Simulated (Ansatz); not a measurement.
```
Hf O
1.0
     0.00000    2.46558    2.46558
     2.46558    0.00000    2.46558
     2.46558    2.46558    0.00000
Hf O
1 2
Direct
  0.00000 0.00000 0.00000
  0.25000 0.25000 0.25000
  0.75000 0.75000 0.75000
```

```json
{
 "orbitals": "PBE",
 "datasets": "hard PAW set made for 700 eV",
 "k mesh": "4×4×4",
 "empty bands": "193",
 "response cutoff": "200 eV",
 "wave cutoff": "700 eV",
 "frequencies": "plasmon pole, fitted at 0 and 27.13i eV",
 "q → 0 term": "analytic weight of Carrier, Rohra and Görling",
 "band sums": "cut at the band count",
 "spin-orbit coupling": "off"
}
```

Program: Ansatz. The Kohn-Sham gap (direct at k = (0, -0.5, -0.5)) is 3.97 eV and the electronic dielectric constant on this mesh 5.1.

Problem. Estimate the linearised G0W0 gap between these edges.

Solution. 5.38 eV, a change of +1.41 eV. The valence edge moves by -0.65 eV (Z = 0.80) and the conduction edge by +0.76 eV (Z = 0.84).

The cell is a model at fixed atoms and needn't be the relaxed known crystal. Points k are given in fractions of the reciprocal vectors. The mesh is coarse, so these are values at the stated settings, not converged ones. Band sums or response are cut, so the gap isn't at its basis limit. The gap is read on the mesh, and the crystal's band edges can lie off it. Meshes this coarse can overestimate the dielectric constant by a tenth and more.
